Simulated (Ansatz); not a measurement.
# TiAl, one cell by several methods

```
Ti Al
1.0
     2.83730    0.00000    0.00000
     0.00000    2.83730    0.00000
     0.00000    0.00000    4.05910
Ti Al
1 1
Direct
  0.00000 0.00000 0.00000
  0.50000 0.50000 0.50000
```

Atom numbers follow the list: Ti1, Al2.

The cell is COD entry 1532769, as deposited and not checked against the literature; nothing was relaxed.

Spin polarisation is left out, and whether a magnetic state lies lower isn't shown here.

Levels of theory: DFT, PBE, PAW with Ansatz's default frozen-core files, scalar-relativistic (Ansatz 0.2.0); DFT, PBE, all-electron LAPW, scalar-relativistic (Ansatz 0.2.0).

For PAW: a Γ-centred 12×12×8 k mesh, Fermi–Dirac smearing of 0.05 eV, cutoff 420 eV, no spin polarisation. LAPW targets a basis error of 1 meV/atom. The Ansatz runs share mesh, smearing and spin set-up. Plane-wave (PAW) pressures include the program's estimate of the Pulay term.

Stress and pressure are positive in compression.

Levels count from the Fermi level.

PAW results:

```csv
quantity,PAW
pressure (GPa),-0.72
stress xx (GPa),-0.87
stress zz (GPa),-0.41
highest filled level at Z (eV),-0.658
lowest empty level at Z (eV),0.685
highest filled level at Γ (eV),-0.284
lowest empty level at Γ (eV),2.129
highest filled level at X (eV),-0.240
lowest empty level at X (eV),1.711
```

(1) What does LAPW (all electrons) give for the same quantities?

Results:

(1) 
```tsv
quantity	LAPW
pressure (GPa)	-0.76
stress xx (GPa)	-0.92
stress zz (GPa)	-0.44
highest filled level at Z (eV)	-0.659
lowest empty level at Z (eV)	0.685
highest filled level at Γ (eV)	-0.288
lowest empty level at Γ (eV)	2.129
highest filled level at X (eV)	-0.240
lowest empty level at X (eV)	1.710
```
